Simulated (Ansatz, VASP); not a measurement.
**Two plane-wave programs on AgCl**

Contents of INCAR:

```
PREC = Accurate
ENCUT = 520
EDIFF = 1E-6
ISMEAR = 0
SIGMA = 0.02
LREAL = F
LASPH = T
NELM = 100
ALGO = Normal
ISIF = 2
LWAVE = F
LCHARG = F
GGA = PE
NBANDS = 16
```

File KPOINTS:

```
Automatic mesh
0
Gamma
  8 8 8
```

POSCAR

```
AgCl
1.0
    0.0000000000      2.8964688709      2.8964688709
    2.8964688709      0.0000000000      2.8964688709
    2.8964688709      2.8964688709      0.0000000000
Ag Cl
1 1
Direct
    0.0000000000      0.0000000000      0.0000000000
    0.5000000000      0.5000000000      0.5000000000
```

Input for Ansatz:

```yaml
crystal:
  lattice:
    - [0.0, 2.8964688709, 2.8964688709]
    - [2.8964688709, 0.0, 2.8964688709]
    - [2.8964688709, 2.8964688709, 0.0]
  atoms:
    - { symbol: Ag, position: [0.0, 0.0, 0.0] }
    - { symbol: Cl, position: [0.5, 0.5, 0.5] }
basis:
  ecutwfc: 420
kpoints:
  mp_grid: { grid: [8, 8, 8] }
hamiltonian:
  xc: pbe
scf:
  occupations: { method: gaussian, width: 0.02 }
output:
  forces: true
  stress: true
  eigenvalues: true
  write_density: true
  write_potential: true
  elf: true
  volumetric_format: npy
```

Alike in both runs: task single point; functional PBE; k mesh 8 × 8 × 8; occupations gaussian, width 0.02 eV; no spin polarisation.

```csv
,VASP,Ansatz
version,VASP 6.6.1,Ansatz 0.2.0
potentials or method,"VASP PAW PBE potentials, release 64 (Ag, Cl)","scalar-relativistic, plane waves, PAW"
plane-wave cutoff (eV),520,420
valence electrons in the cell,18,26
```

```csv
,VASP,Ansatz,Ansatz less VASP
gap on the k mesh at the Fermi level (eV),0.97,0.98,+0.003
least direct gap on the mesh (eV),2.78,2.78,0.000
pressure (GPa),-3.2,-3.1,+0.10
```

The two sets of potentials don't hold the same shells in valence.

A k mesh can miss the band edges.
